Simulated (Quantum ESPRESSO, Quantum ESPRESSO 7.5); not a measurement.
# silicene, 1 layer: cutoff convergence

Aim: how far one choice must go before the vacuum level and the energy of silicene, 1 layer stand still, and what it costs.

Method: plane-wave DFT, PBE, SG15 norm-conserving pseudopotentials, in Quantum ESPRESSO 7.5.

### 1. Starting point

The cell holds 2 atoms: 2 Si. Cell: a = 3.870 Å, b = 3.870 Å, c = 17.450 Å, α = 90.0°, β = 90.0°, γ = 120.0°. It derives from Si. Vacuum lies along c.

### 2. SCF with pw.x: ecutwfc 90 Ry, ecutrho 360 Ry

The first run is the reference of the series.

Input file c0.in:

```
&control
  prefix = 'c0'
  outdir = './out'
  pseudo_dir = './pseudo'
  calculation = 'scf'
  tprnfor = .true.
/
&system
  ibrav = 0
  nat = 2
  ntyp = 1
  ecutwfc = 90
  ecutrho = 360
  occupations = 'smearing'
  smearing = 'fd'
  degauss = 0.004
  assume_isolated = 'esm'
  esm_bc = 'bc1'
/
&electrons
  conv_thr = 1e-07
  mixing_beta = 0.4
  electron_maxstep = 120
  mixing_mode = 'local-TF'
/
ATOMIC_SPECIES
  Si  28.0850  Si_ONCV_PBE-1.2.upf
CELL_PARAMETERS angstrom
  3.87000000000000 0.00000000000000 0.00000000000000
  -1.93500000000000 3.35151831264578 0.00000000000000
  0.00000000000000 0.00000000000000 17.45000000000000
ATOMIC_POSITIONS crystal
  Si  0.666666666667 0.333333333333 -0.012893982808
  Si  0.333333333333 0.666666666667 0.012893982808
K_POINTS automatic
  6 6 1 0 0 0
```

Launch:

```bash
$ OMP_NUM_THREADS=1 mpirun -n 4 pw.x -nk 2 -in c0.in > c0.out
```

The log of the run:

```text
Program PWSCF v.7.5 starts
[citation notice left out]

     Parallel version (MPI & OpenMP), running on       4 processor cores
     Number of MPI processes:                 4
     Threads/MPI process:                     1

     MPI processes distributed on     1 nodes
[...]
Current dimensions of program PWSCF are:
     Max number of different atomic species (ntypx) = 10
     Max number of k-points (npk) =  40000
     Max angular momentum in pseudopotentials (lmaxx) =  4
     Message from routine setup:
     using ibrav=0 with symmetry is DISCOURAGED, use correct ibrav instead

     K-points division:     npool     =       2
     R & G space division:  proc/nbgrp/npool/nimage =       2
     Subspace diagonalization in iterative solution of the eigenvalue problem:
     a serial algorithm will be used

     Parallelization info
     --------------------
     sticks:   dense  smooth     PW     G-vecs:    dense   smooth      PW
     Min         666     666    183                88026    88026   13123
     Max         667     667    184                88033    88033   13136
     Sum        1333    1333    367               176059   176059   26259

     Using Slab Decomposition

     bravais-lattice index     =            0
     lattice parameter (alat)  =       7.3132  a.u.
     unit-cell volume          =    1527.3712 (a.u.)^3
     number of atoms/cell      =            2
     number of atomic types    =            1
     number of electrons       =         8.00
     number of Kohn-Sham states=            8
     kinetic-energy cutoff     =      90.0000  Ry
     charge density cutoff     =     360.0000  Ry
     scf convergence threshold =      1.0E-07
     mixing beta               =       0.4000
     number of iterations used =            8  local-TF  mixing
     Exchange-correlation= PBE
                           (   1   4   3   4   0   0   0)

     Effective Screening Medium Method
     =================================
     Boundary Conditions: Vacuum-Slab-Vacuum
     total charge in unit cell        =   0.0000
     grid points for fit at edges     =        4

     celldm(1)=   7.313240  celldm(2)=   0.000000  celldm(3)=   0.000000
     celldm(4)=   0.000000  celldm(5)=   0.000000  celldm(6)=   0.000000

     crystal axes: (cart. coord. in units of alat)
               a(1) = (   1.000000   0.000000   0.000000 )
               a(2) = (  -0.500000   0.866025   0.000000 )
               a(3) = (   0.000000   0.000000   4.509044 )

     reciprocal axes: (cart. coord. in units 2 pi/alat)
               b(1) = (  1.000000  0.577350 -0.000000 )
               b(2) = (  0.000000  1.154701  0.000000 )
               b(3) = (  0.000000 -0.000000  0.221777 )

     PseudoPot. # 1 for Si read from file:
     ./pseudo/Si_ONCV_PBE-1.2.upf
     Pseudo is Norm-conserving, Zval =  4.0
     Generated using ONCVPSP code by D. R. Hamann
     Using radial grid of  602 points,  4 beta functions with:
                l(1) =   0
                l(2) =   0
                l(3) =   1
                l(4) =   1

     atomic species   valence    mass     pseudopotential
     Si                4.00    28.08500     Si( 1.00)

     12 Sym. Ops., with inversion, found

   Cartesian axes

     site n.     atom                  positions (alat units)
         1        Si     tau(   1) = (   0.5000000   0.2886751  -0.0581395  )
         2        Si     tau(   2) = (  -0.0000000   0.5773503   0.0581395  )

     number of k points=     7  Fermi-Dirac smearing, width (Ry)=  0.0040
                       cart. coord. in units 2pi/alat
        k(    1) = (   0.0000000   0.0000000   0.0000000), wk =   0.0555556
        k(    2) = (   0.0000000   0.1924501   0.0000000), wk =   0.3333333
        k(    3) = (   0.0000000   0.3849002   0.0000000), wk =   0.3333333
        k(    4) = (   0.0000000  -0.5773503   0.0000000), wk =   0.1666667
        k(    5) = (   0.1666667   0.2886751   0.0000000), wk =   0.3333333
        k(    6) = (   0.1666667   0.4811252   0.0000000), wk =   0.6666667
        k(    7) = (   0.3333333   0.5773503   0.0000000), wk =   0.1111111

     Dense  grid:   176059 G-vectors     FFT dimensions: (  45,  45, 200)

     Estimated max dynamical RAM per process >      98.17 MB

     Estimated total dynamical RAM >     349.68 MB

     Initial potential from superposition of free atoms

     starting charge       7.9075, renormalised to       8.0000

     negative rho (up, down):  4.054E-04 0.000E+00
     Starting wfcs are random

     total cpu time spent up to now is        0.3 secs

     per-process dynamical memory:    54.0 Mb

     Self-consistent Calculation

     iteration #  1     ecut=    90.00 Ry     beta= 0.40
     Davidson diagonalization with overlap
     c_bands:  4 eigenvalues not converged
     c_bands:  2 eigenvalues not converged
     c_bands:  4 eigenvalues not converged
     ethr =  1.00E-02,  avg # of iterations = 20.3

     Threshold (ethr) on eigenvalues was too large:
     Diagonalizing with lowered threshold

     Davidson diagonalization with overlap
     c_bands:  3 eigenvalues not converged
     c_bands:  1 eigenvalues not converged
     ethr =  5.42E-04,  avg # of iterations = 18.6

     total cpu time spent up to now is        6.3 secs

     total energy              =     -15.67315496 Ry
     estimated scf accuracy    <       0.05237276 Ry

     iteration #  2     ecut=    90.00 Ry     beta= 0.40
[...]
total energy              =     -15.66493386 Ry
     estimated scf accuracy    <       0.02945225 Ry

     iteration #  3     ecut=    90.00 Ry     beta= 0.40
[...]
total energy              =     -15.66714158 Ry
     estimated scf accuracy    <       0.00186085 Ry

     iteration #  4     ecut=    90.00 Ry     beta= 0.40
[...]
c_bands:  1 eigenvalues not converged
[...]
total energy              =     -15.67052311 Ry
     estimated scf accuracy    <       0.00042323 Ry

     iteration #  5     ecut=    90.00 Ry     beta= 0.40
[...]
c_bands:  1 eigenvalues not converged
[...]
total energy              =     -15.67090129 Ry
     estimated scf accuracy    <       0.00034626 Ry

     iteration #  6     ecut=    90.00 Ry     beta= 0.40
[...]
total energy              =     -15.67095510 Ry
     estimated scf accuracy    <       0.00058883 Ry

     iteration #  7     ecut=    90.00 Ry     beta= 0.40
[...]
total energy              =     -15.67097077 Ry
     estimated scf accuracy    <       0.00059784 Ry

     iteration #  8     ecut=    90.00 Ry     beta= 0.40
[...]
total energy              =     -15.67088621 Ry
     estimated scf accuracy    <       0.00060535 Ry

     iteration #  9     ecut=    90.00 Ry     beta= 0.40
[...]
negative rho (up, down):  2.655E-04 0.000E+00

[...]
total energy              =     -15.67112700 Ry
     estimated scf accuracy    <       0.00043357 Ry

     iteration # 10     ecut=    90.00 Ry     beta= 0.40
[...]
c_bands:  1 eigenvalues not converged
[...]
negative rho (up, down):  1.259E-04 0.000E+00

[...]
total energy              =     -15.67137853 Ry
     estimated scf accuracy    <       0.00113228 Ry

     iteration # 11     ecut=    90.00 Ry     beta= 0.40
[...]
c_bands:  1 eigenvalues not converged
[...]
negative rho (up, down):  1.179E-04 0.000E+00

[...]
total energy              =     -15.67148731 Ry
     estimated scf accuracy    <       0.00165650 Ry

     iteration # 12     ecut=    90.00 Ry     beta= 0.40
[...]
negative rho (up, down):  1.323E-04 0.000E+00

[...]
total energy              =     -15.67155733 Ry
     estimated scf accuracy    <       0.00190531 Ry

     iteration # 13     ecut=    90.00 Ry     beta= 0.40
[...]
negative rho (up, down):  1.262E-04 0.000E+00

[...]
total energy              =     -15.67122081 Ry
     estimated scf accuracy    <       0.00205524 Ry

     iteration # 14     ecut=    90.00 Ry     beta= 0.40
[...]
negative rho (up, down):  7.006E-05 0.000E+00

[...]
total energy              =     -15.67102199 Ry
     estimated scf accuracy    <       0.00132674 Ry

[...]
iteration # 25     ecut=    90.00 Ry     beta= 0.40
[...]
negative rho (up, down):  6.155E-05 0.000E+00

[...]
total energy              =     -15.67070157 Ry
     estimated scf accuracy    <       0.00000104 Ry

     iteration # 26     ecut=    90.00 Ry     beta= 0.40
[...]
negative rho (up, down):  1.351E-05 0.000E+00

[...]
total energy              =     -15.67070029 Ry
     estimated scf accuracy    <       0.00000089 Ry

     iteration # 27     ecut=    90.00 Ry     beta= 0.40
[...]
negative rho (up, down):  1.346E-05 0.000E+00

[...]
total energy              =     -15.67070052 Ry
     estimated scf accuracy    <       0.00000078 Ry

     iteration # 28     ecut=    90.00 Ry     beta= 0.40
[...]
negative rho (up, down):  7.504E-06 0.000E+00

[...]
total energy              =     -15.67070255 Ry
     estimated scf accuracy    <       0.00000029 Ry

     iteration # 29     ecut=    90.00 Ry     beta= 0.40
[...]
negative rho (up, down):  5.610E-06 0.000E+00

[...]
total energy              =     -15.67069895 Ry
     estimated scf accuracy    <       0.00000763 Ry

     iteration # 30     ecut=    90.00 Ry     beta= 0.40
[...]
negative rho (up, down):  1.574E-06 0.000E+00

[...]
total energy              =     -15.67070076 Ry
     estimated scf accuracy    <       0.00000010 Ry

     iteration # 31     ecut=    90.00 Ry     beta= 0.40
[...]
negative rho (up, down):  3.441E-06 0.000E+00

[...]
total energy              =     -15.67070010 Ry
     estimated scf accuracy    <       0.00000028 Ry

     iteration # 32     ecut=    90.00 Ry     beta= 0.40
[...]
End of self-consistent calculation

          k = 0.0000 0.0000 0.0000 ( 21903 PWs)   bands (ev):

   -15.6699  -7.7516  -5.8526  -5.8526  -2.7575  -2.0159  -1.6329  -1.6326

          k = 0.0000 0.1925 0.0000 ( 21965 PWs)   bands (ev):

   -15.3485  -7.9024  -7.2361  -6.3223  -2.5064  -1.8392  -0.5459  -0.5174

          k = 0.0000 0.3849 0.0000 ( 22039 PWs)   bands (ev):

   -14.4250 -10.2595  -6.9713  -6.4908  -3.3206  -2.5806  -0.0832   1.2463

          k = 0.0000-0.5774 0.0000 ( 22044 PWs)   bands (ev):

   -13.4531 -11.7842  -7.2228  -5.6088  -3.9611  -3.5148   0.9614   1.8365

          k = 0.1667 0.2887 0.0000 ( 22025 PWs)   bands (ev):

   -14.7209  -9.4555  -7.3848  -6.7496  -2.2057  -1.2769  -1.1135  -0.1259

          k = 0.1667 0.4811 0.0000 ( 22048 PWs)   bands (ev):

   -13.5868 -11.3374  -8.2048  -5.6818  -3.5955  -1.7075   0.2418   0.9107

[...]
the Fermi energy is    -4.5922 ev

!    total energy              =     -15.67070024 Ry
     estimated scf accuracy    <       0.00000007 Ry
     smearing contrib. (-TS)   =      -0.00061621 Ry
     internal energy E=F+TS    =     -15.67008403 Ry

     The total energy is F=E-TS. E is the sum of the following terms:
     one-electron contribution =      29.23655917 Ry
     hartree contribution      =     -14.39782816 Ry
     xc contribution           =      -4.65379517 Ry
     ewald contribution        =     -25.85501987 Ry

     convergence has been achieved in  32 iterations

     Forces acting on atoms (cartesian axes, Ry/au):

     atom    1 type  1   force =     0.00000000    0.00000000   -0.00125349
     atom    2 type  1   force =     0.00000000    0.00000000    0.00125349

     Total force =     0.001773     Total SCF correction =     0.000110

[...]
=------------------------------------------------------------------------------=
   JOB DONE.
=------------------------------------------------------------------------------=
```

The job ended after 41 s (4 MPI ranks of Arm Neoverse V2, shared host; peak memory 0.47 GiB).

Numbers from this step:

- free energy: -213.2107 eV
- energy at zero smearing: -213.2065 eV
- Fermi energy: -4.592 eV
- valence top, on the run's zero: -4.592 eV
- conduction bottom, on the run's zero: -4.592 eV
- gap by band count: 9.03e-9 eV
- vacuum line at the lower end of the cell, over the Fermi level: 4.592 eV
- vacuum line at the upper end of the cell, over the Fermi level: 4.592 eV

Electrostatic potential energy of an electron; zero at the Fermi level. Potential energy, planar mean against z:

z (Å), potential energy, planar mean (eV) and a bar from the least value:
```
     -8.5        4.6 ##############################
     -8.0        4.6 ##############################
     -7.5        4.6 ##############################
     -7.0        4.6 ##############################
     -6.5        4.6 ##############################
     -6.0        4.6 ##############################
     -5.5        4.6 ##############################
     -5.0        4.6 ##############################
     -4.5        4.6 ##############################
     -4.0        4.6 ##############################
     -3.5        4.6 ##############################
     -3.0        4.6 ##############################
     -2.5        4.5 ##############################
     -2.0        4.2 ##############################
     -1.5        3.3 #############################
     -1.0       -0.3 #########################
     -0.5      -12.1 ############
      0.0      -23.2 
      0.5      -12.1 ############
      1.0       -0.3 #########################
      1.5        3.3 #############################
      2.0        4.2 ##############################
      2.5        4.5 ##############################
      3.0        4.6 ##############################
      3.5        4.6 ##############################
      4.0        4.6 ##############################
      4.5        4.6 ##############################
      5.0        4.6 ##############################
      5.5        4.6 ##############################
      6.0        4.6 ##############################
      6.5        4.6 ##############################
      7.0        4.6 ##############################
      7.5        4.6 ##############################
      8.0        4.6 ##############################
      8.5        4.6 ##############################
```

The program's own clock; routines nest. Time by routine:

```csv
routine,wall time (s),calls
PWSCF,40.32,1
electrons,39.87,1
c_bands,19.36,33
cegterg,17.93,133
h_psi,16.2,771
fftw,15.91,9090
mix_rho,15.59,33
vloc_psi,15.34,771
ffts,8.76,3358
sum_band,2.5,33
v_of_rho,2,33
fft,0.91,332
calbec,0.41,787
h_psi:calbec,0.4,771
```

By band count these two levels touch or overlap: there is no gap, and they are no band edges.

The vacuum levels are read from the outermost 0.7 Å of the cell on either side.

The run needed 32 iterations to bring the estimated error under 1e-07 Ry; the largest force on any atom, held or free, is 0.03 eV/Å.

Inside the slab this potential holds the local part of the pseudopotentials, which can be repulsive at the nuclei; only its value in the vacuum has a meaning of its own.

### 3. SCF with pw.x: ecutwfc 75 Ry, ecutrho 300 Ry

c1.in, as its differences from the input of step 2:

```diff
@@ -1,3 +1,3 @@
 &control
-  prefix = 'c0'
+  prefix = 'c1'
   outdir = './out'
@@ -11,4 +11,4 @@
   ntyp = 1
-  ecutwfc = 90
-  ecutrho = 360
+  ecutwfc = 75
+  ecutrho = 300
   occupations = 'smearing'
```

Launch:

```bash
$ OMP_NUM_THREADS=1 mpirun -n 4 pw.x -nk 2 -in c1.in > c1.out
```

The log of the run:

```text
[banner, memory and clock lines left out]
Program PWSCF v.7.5 starts
[...]
Message from routine setup:
[...]
number of electrons       =         8.00
     number of Kohn-Sham states=            8
     kinetic-energy cutoff     =      75.0000  Ry
     charge density cutoff     =     300.0000  Ry
[...]
number of k points=     7  Fermi-Dirac smearing, width (Ry)=  0.0040
[...]
Dense  grid:   134119 G-vectors     FFT dimensions: (  45,  45, 192)
[...]
negative rho (up, down):  4.956E-04 0.000E+00
     Starting wfcs are random
[...]
estimated scf accuracy    <       0.05183798 Ry
[...]
estimated scf accuracy    <       0.03001336 Ry
[...]
estimated scf accuracy    <       0.00204098 Ry
[...]
estimated scf accuracy    <       0.00061150 Ry
[...]
estimated scf accuracy    <       0.00045750 Ry
[...]
estimated scf accuracy    <       0.00020723 Ry
[...]
negative rho (up, down):  4.023E-05 0.000E+00
[...]
estimated scf accuracy    <       0.00013503 Ry
[...]
negative rho (up, down):  8.140E-04 0.000E+00
[...]
estimated scf accuracy    <       0.00047290 Ry
[...]
negative rho (up, down):  1.562E-05 0.000E+00
[...]
estimated scf accuracy    <       0.00013326 Ry
[...]
negative rho (up, down):  1.739E-05 0.000E+00
[...]
estimated scf accuracy    <       0.00002089 Ry
[...]
negative rho (up, down):  1.408E-05 0.000E+00
[...]
estimated scf accuracy    <       0.00000149 Ry
[...]
negative rho (up, down):  2.096E-05 0.000E+00
[...]
estimated scf accuracy    <       0.00000068 Ry
[...]
negative rho (up, down):  6.342E-06 0.000E+00
[...]
estimated scf accuracy    <       0.00000066 Ry
[...]
the Fermi energy is    -4.5933 ev
!    total energy              =     -15.67069935 Ry
     estimated scf accuracy    <       0.00000002 Ry
     smearing contrib. (-TS)   =      -0.00061621 Ry
     internal energy E=F+TS    =     -15.67008314 Ry
[...]
one-electron contribution =      29.23571658 Ry
     hartree contribution      =     -14.39688321 Ry
     xc contribution           =      -4.65389664 Ry
     ewald contribution        =     -25.85501987 Ry
     convergence has been achieved in  14 iterations
[...]
Total force =     0.001715     Total SCF correction =     0.000040
[...]
```

The job ended after 19 s (4 MPI ranks; peak memory 0.4 GiB; 77 s of CPU time).

Numbers from this step:

* Fermi energy: -4.593 eV
* valence top, on the run's zero: -4.593 eV
* conduction bottom, on the run's zero: -4.593 eV
* gap by band count: 3.34e-8 eV
* vacuum line at the lower end of the cell, over the Fermi level: 4.593 eV
* vacuum line at the upper end of the cell, over the Fermi level: 4.593 eV

The program's own clock; routines nest. Time by routine:

```csv
routine,wall time (s),calls
PWSCF,18.75,1
electrons,18.37,1
c_bands,12,15
cegterg,10.93,61
h_psi,9.98,583
fftw,9.55,5902
vloc_psi,9.54,583
mix_rho,4.4,15
ffts,2.66,1212
sum_band,1.01,15
v_of_rho,0.82,15
fft,0.37,152
init_run,0.3,1
h_psi:calbec,0.21,583
```

By band count these two levels touch or overlap: there is no gap, and they are no band edges.

Counted from each run's own zero (the Fermi level), the vacuum level differs from the first run's by +1 meV.

(Part 1 of 2 ends here.)

[Logs are printed without paths, hosts, clocks, repeated set-up lines and the standing remarks that a program may print on its own settings, such as how far it seeks lower states.]

[Hosts, paths, dates, database ids (printed as entryN), source tags and the programs' standing remarks are cut or masked in the printed files.]

[Maps of the electrostatic potential energy from Ansatz leave out the sawtooth potential of an applied field or a dipole correction, so their vacuum need not be flat; planar profiles and work functions include it.]
